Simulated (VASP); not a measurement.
Wanted: the native input for a VASP 6.6.1 run.

* Task: single point
* Functional: PBE
* Potentials or basis: VASP PAW PBE potentials, release 64 (Ag_GW, Cl_GW)
* Cutoff: 450 eV
* k mesh: 4 × 4 × 4
* Occupations: gaussian, width 0.02 eV
* Spin: no spin polarisation
* Further INCAR settings: ALGO = Fast; EDIFF = 1e-06; NBANDS = 16

The structure of AgCl (Chlorargyrite) lies in POSCAR:

```
AgCl
1.0
    0.0000000000      2.7350000000      2.7350000000
    2.7350000000      0.0000000000      2.7350000000
    2.7350000000      2.7350000000      0.0000000000
Ag Cl
1 1
Direct
    0.0000000000      0.0000000000      0.0000000000
    0.5000000000      0.5000000000      0.5000000000
```

One way to write it, as run:

INCAR

```
PREC     = Accurate       # precision mode
ENCUT    = 450            # plane-wave cutoff, eV
EDIFF    = 1E-6           # SCF threshold, eV
ISMEAR   = 0              # smearing method
SIGMA    = 0.02           # smearing width, eV
LREAL    = False          # projectors in reciprocal space
LASPH    = True           # aspherical terms in the spheres
NELM     = 60             # most SCF steps
ALGO     = Fast           # electronic algorithm
ISIF     = 2              # what is computed and relaxed
LWAVE    = False          # write WAVECAR
LCHARG   = True           # write CHGCAR
GGA      = PE             # functional
LELF     = True           # ELF
LVHAR    = True         
NBANDS   = 16             # bands
```

KPOINTS

```
regular mesh
0
Gamma
  4 4 4
```

Potentials or basis: VASP PAW PBE potentials, release 64 (Ag_GW, Cl_GW).

Launch:

```sh
$ cat potpaw_PBE.64/Ag_GW/POTCAR potpaw_PBE.64/Cl_GW/POTCAR > POTCAR
$ mpirun -np 1 vasp_std > vasp.out
```

Results of the run:

```
Pressure               : 4.0 GPa
Band gap on the k mesh : 0.90 eV, indirect (least direct gap 3.39 eV)
```

Caveat: the k mesh is coarse (spacing up to 0.50 Å⁻¹), so the values aren't converged.

It took 8 s on 1 thread of Intel(R) Xeon(R) 6975P-C (Granite Rapids), on a shared host, peak memory 0.16 GiB.
